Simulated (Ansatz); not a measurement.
This is a one-shot G0W0 calculation with the PAW code Ansatz on a 2-atom cell of CdS (F-43m) from a materials database; the level of theory is G0W0@PBE with 151 empty bands, a screening cutoff of 120 eV and a 4×4×4 mesh. Cell and atoms come from a relaxation with r2SCAN.

```yaml
crystal:
  lattice:
    - [0.0, 2.9392087863, 2.9392087863]
    - [2.9392087863, 0.0, 2.9392087863]
    - [2.9392087863, 2.9392087863, 0.0]
  atoms:
    - { symbol: Cd, position: [0.0, 0.0, 0.0] }
    - { symbol: S, position: [0.25, 0.25, 0.25] }
kpoints:
  mp_grid: { grid: [4, 4, 4] }
hamiltonian:
  xc: pbe
scf:
  occupations: { method: fixed }
gw:
  n_empty_bands: 151
  ecut_chi: 120
  qp_bands: [v2, c2]
  qp_kpoints: band_edges
  screening: { model: contour_deformation }
```

The output follows, shortened, with numbered blanks.
```
Functional definition: PBE
Crystal: 2 atoms, lattice volume = 50.783 Å³
Basis set: ecut = 420 eV, 965 PW (Γ)
Bands: 17, of which v1, the nominal top of the filled ones, is band 13 counted from 1 (12 counted from 0)
Symmetry: 24 space group operations
Space group: F-43m (ITA 216)
k-points: 8 of 64 (time reversal used)
SCF converged after 6 iterations
Free energy (F): -9157.791186 eV
Fermi energy:    6.607903 eV
--- G₀W₀: contour deformation, 7 samples at zero and on the imaginary axis and 3 off it, 64 q-points, 151 empty bands' worth ---
    ik  band        ε_KS         Σx   Σc(E_QP)       V_xc       Z   E_QP_lin       E_QP  E_QP is
     0    12      6.6079   -20.8451     2.3746   -17.9213  0.7215     6.0387     6.0587  root
     0    13      6.6079   -20.8451     2.3746   -17.9213  0.7215     6.0387     6.0587  root
     0    14      7.6918    -8.4076    -3.8200   -12.3333  0.7591     7.7980     7.7975  root
     0    15     13.1227    -6.3652    -4.5525   -11.2218  0.7438    13.4318    13.4268  root
     1    12      6.2285   -20.2510     2.4526   -17.2146  0.7193     5.6209     5.6446  root
     1    13      6.2285   -20.2510     2.4526   -17.2146  0.7193     5.6209     5.6446  root
     1    14      9.3272    -8.6138    -4.0079   -12.8259  0.7507     9.5334     9.5313  root
     1    15  [1]
     2    12  [2]
     2    13      5.8886   -19.7245     2.5379   -16.5738  0.7166     5.2483     5.2757  root
     2    14      9.5732    -8.0062    -4.1355   -12.3802  0.7560     9.8146     9.8117  root
     2    15     13.5858    -6.4980    -4.5523   -11.3256  0.7365    13.8654    13.8610  root
     3    12      5.6308   -19.3826     2.5813   -16.1703  0.7150     4.9696     4.9997  root
     3    13      5.6308   -19.3826     2.5813   -16.1703  0.7150     4.9696     4.9997  root
     3    14     10.1387    -8.8587    -4.0347   -13.0968  0.7433    10.3442    10.3421  root
     3    15     11.4205    -6.7303    -4.2580   -11.2271  0.7547    11.6623    11.6593  root
     6    12  [3]
     6    13      4.8078   -18.1526     2.7980   -14.6711  0.7052     4.0853     4.1243  root
     6    14     10.1890    -6.2845    -3.7392   -10.0189  0.7654    10.1843    10.1843  root
     6    15     10.9198    -8.7023    -4.2601   -13.3018  0.7482    11.2655    11.2590  root
     7    12      4.4425   -16.9823     2.7528   -13.5313  0.7025     3.7014     3.7443  root
     7    13      4.4999   -18.8394     2.9793   -15.1474  0.7035     3.7421     3.7872  root
     7    14     11.9234    -9.7550    -4.8521   -15.1199  0.7229    12.4546    12.4362  root
     7    15     12.0313    -7.1786    -4.0231   -11.3091  0.7467    12.1393    12.1388  root
```

The points are ik 0 = (0, 0, 0) (Γ), ik 1 = (0, 0, 1/4), ik 2 = (0, 0, -1/2) (L), ik 3 = (0, 1/4, 1/4), ik 6 = (0, -1/2, -1/2) (X), ik 7 = (1/4, -1/2, -1/4) (W); band 13 is the last filled one.

Q: Give the withheld lines. They hold quasiparticle rows.

A:
```
[1]
     1    15     12.8465    -6.8901    -4.5072   -11.6179  0.7360    13.0695    13.0670  root
[2]
     2    12      5.8886   -19.7245     2.5379   -16.5738  0.7166     5.2483     5.2757  root
[3]
     6    12      4.8078   -18.1526     2.7980   -14.6711  0.7052     4.0853     4.1243  root
```
The trailing digits, and the zero of the energies, depend on the potentials and thresholds.

G0W0 moves the gap on the mesh from 1.08 eV (PBE) to 1.74 eV (direct at Γ). Renormalisation factors Z lie between 0.70 and 0.77. No extrapolation in bands, cutoff or mesh was made for G0W0.

Q: It took 4.2 s on 1 × NVIDIA H100 80GB HBM3 with 2 threads of AMD EPYC 7R13 Processor (Zen 3), with other jobs on the host, load about 2.7 per core. What peak of host memory did it reach?

A: About 1.4 GiB.

Calculated for a static, non-magnetic cell.

The runs are scalar-relativistic, without spin-orbit coupling.

With a shallow d shell on the cation, G0W0 converges slowly in bands and cutoff, so these values are in doubt.
